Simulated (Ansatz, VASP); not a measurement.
BiTe: VASP beside Ansatz

The input INCAR:

```
PREC = Accurate
ENCUT = 520
EDIFF = 1E-7
ISMEAR = -1
SIGMA = 0.05
LREAL = False
LASPH = True
NELM = 100
ALGO = Normal
ISIF = 2
LWAVE = False
LCHARG = False
GGA = PS
NBANDS = 18
```

Contents of KPOINTS:

```
regular mesh
0
Gamma
  7 7 7
```

POSCAR

```
BiTe
1.0
    2.4545891627      1.4171577139      3.3609455389
   -2.4545891627      1.4171577139      3.3609455389
    0.0000000000     -2.8343154277      3.3609455389
Bi Te
1 1
Direct
    0.5000000000      0.5000000000      0.5000000000
    0.0000000000      0.0000000000      0.0000000000
```

Contents of input.yaml:

```yaml
crystal:
  lattice:
    - [2.4545891627, 1.4171577139, 3.3609455389]
    - [-2.4545891627, 1.4171577139, 3.3609455389]
    - [0.0, -2.8343154277, 3.3609455389]
  atoms:
    - { symbol: Bi, position: [0.5, 0.5, 0.5] }
    - { symbol: Te, position: [0.0, 0.0, 0.0] }
hamiltonian:
  xc: pbesol
  pseudopotentials: { kind: paw }
kpoints:
  mp_grid: { grid: [7, 7, 7] }
scf:
  occupations: { method: fermi_dirac, width: 0.05 }
output:
  forces: true
  stress: true
  eigenvalues: true
```

Change from the starting cell: volume scaled by 1.04.

Alike in both runs: task single point; functional PBEsol; k mesh 7 × 7 × 7; occupations fermi-dirac, width 0.05 eV; no spin polarisation.

|  | VASP | Ansatz |
| --- | --- | --- |
| version | VASP 6.6.1 | Ansatz 0.2.0 |
| potentials or method | VASP PAW PBE potentials, release 64 (Bi_d, Te) | Ansatz PAW |
| plane-wave cutoff (eV) | 520 | 420 |
| valence electrons in the cell | 21 | 31 |

Ansatz gave:

| Quantity | Value |
| --- | --- |
| gap on the k mesh at the Fermi level (eV) | none |
| pressure (GPa) | -3.9 |
| largest component of the traceless stress (GPa) | 0.45 |

Q: Which values does VASP return?

A: gap on the k mesh at the Fermi level (eV): none; pressure (GPa): -3.9; largest component of the traceless stress (GPa): 0.44.

A gap of «none» marks a metal or a gap that the smearing closes. The two sets of potentials don't hold the same shells in valence.

Caveats: spin-orbit coupling is left out, which moves the levels of the heavy elements; the PAW data sets were made with another functional, which shifts forces and pressure a little (VASP); the PAW data sets come from PBE, with cores solved anew for the run's functional, which leaves a small shift of forces and pressure (Ansatz).
